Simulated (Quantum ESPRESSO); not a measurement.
The system is Pb.

```xyz
1
Lattice="0.0000 2.4750 2.4750 2.4750 0.0000 2.4750 2.4750 2.4750 0.0000" Properties=species:S:1:pos:R:3 pbc="T T T"
Pb    0.0000    0.0000    0.0000
```

```yaml
Program: Quantum ESPRESSO 7.5
Task: relaxation of cell and atoms
Functional: PBEsol
Dispersion: D3(BJ)
Potentials_or_basis: GBRV 1.5 PBEsol
Cutoff: 612 eV
Density_cutoff: 4898 eV
k_mesh: 9 × 9 × 9
Occupations: fermi-dirac, width 0.05 eV
Spin: no spin polarisation
```

At the start: pressure -3.0 GPa; volume 30.32 Å³/atom.

Question: How do energy, volume and symmetry change on relaxing?

Answer: Over 4 steps the energy falls by 17.2 meV/atom and the volume is 28.51 Å³/atom (-6.0 %); space group Fm-3m (No. 225, to 0.05 Å).

Step by step:
```csv
step,energy change (eV),largest force (eV/Å),pressure (GPa),volume (Å³)
1,0.0000,0.0000,-3.04,30.32
2,-0.0111,0.0000,-1.95,29.58
3,-0.0170,0.0000,0.24,28.38
4,-0.0172,0.0000,-0.01,28.51
```

Final structure:
```cif
data_structure
_symmetry_space_group_name_H-M 'P 1'
_symmetry_Int_Tables_number 1
_cell_length_a 3.4289
_cell_length_b 3.4289
_cell_length_c 3.4289
_cell_angle_alpha 60.000
_cell_angle_beta 60.000
_cell_angle_gamma 60.000
_cell_volume 28.51
loop_
_atom_site_label
_atom_site_type_symbol
_atom_site_fract_x
_atom_site_fract_y
_atom_site_fract_z
_atom_site_occupancy
Pb1 Pb 0.00000 0.00000 0.00000 1
```

The cell as given is a measured one (30.32 Å³/atom); PBEsol+D3(BJ) puts the equilibrium volume -6.0 % from it, thermal expansion not counted.

Caveat: pairwise dispersion overbinds metals, which lowers pressure and volume.
